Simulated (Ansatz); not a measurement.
Crystal: HfO2.

```
Hf O
1.0
     0.00000    2.55750    2.55750
     2.55750    0.00000    2.55750
     2.55750    2.55750    0.00000
Hf O
1 2
Direct
  0.00000 0.00000 0.00000
  0.75000 0.75000 0.75000
  0.25000 0.25000 0.25000
```

Measurements of this composition are mostly on another form, of space group No. 14.

```yaml
Program: Ansatz 0.2.0
Task: relaxation of cell and atoms
Functional: revPBE
Dispersion: D4
Potentials_or_basis: Ansatz PAW
Cutoff: 420 eV
Density_cutoff: 1680 eV
k_mesh: 9 × 9 × 9
Occupations: fixed
Spin: spin-orbit coupling, no magnetisation
```

At the start: pressure -5.7 GPa; volume 11.15 Å³/atom.

Q: Where does the relaxation end?

A: Over 11 steps the energy falls by 4.9 meV/atom and the volume is 10.87 Å³/atom (-2.6 %); space group Fm-3m (No. 225, to 0.05 Å).

The path:
```tsv
step	energy change (eV)	largest force (eV/Å)	pressure (GPa)	volume (Å³)
1	0.0000	0.0000	-5.73	33.46
2	-0.0044	0.0000	-4.83	33.32
3	-0.0104	0.0000	-3.15	33.08
4	-0.0144	0.0000	-0.89	32.77
5	-0.0139	0.0000	1.61	32.44
6	-0.0140	0.0000	1.54	32.45
7	-0.0140	0.0000	1.41	32.46
8	-0.0142	0.0000	1.22	32.49
9	-0.0144	0.0000	0.97	32.52
10	-0.0146	0.0000	0.69	32.56
11	-0.0146	0.0000	0.37	32.60
```

Final structure:
```cif
data_structure
_symmetry_space_group_name_H-M 'P 1'
_symmetry_Int_Tables_number 1
_cell_length_a 3.5856
_cell_length_b 3.5856
_cell_length_c 3.5856
_cell_angle_alpha 60.000
_cell_angle_beta 60.000
_cell_angle_gamma 60.000
_cell_volume 32.60
loop_
_atom_site_label
_atom_site_type_symbol
_atom_site_fract_x
_atom_site_fract_y
_atom_site_fract_z
_atom_site_occupancy
Hf1 Hf 0.00000 0.00000 0.00000 1
O1 O 0.75000 0.75000 0.75000 1
O2 O 0.25000 0.25000 0.25000 1
```

Caveat: the potentials were made for another functional, which shifts forces and pressure; the pressure holds a Pulay correction of +0.8 GPa for the finite cutoff.
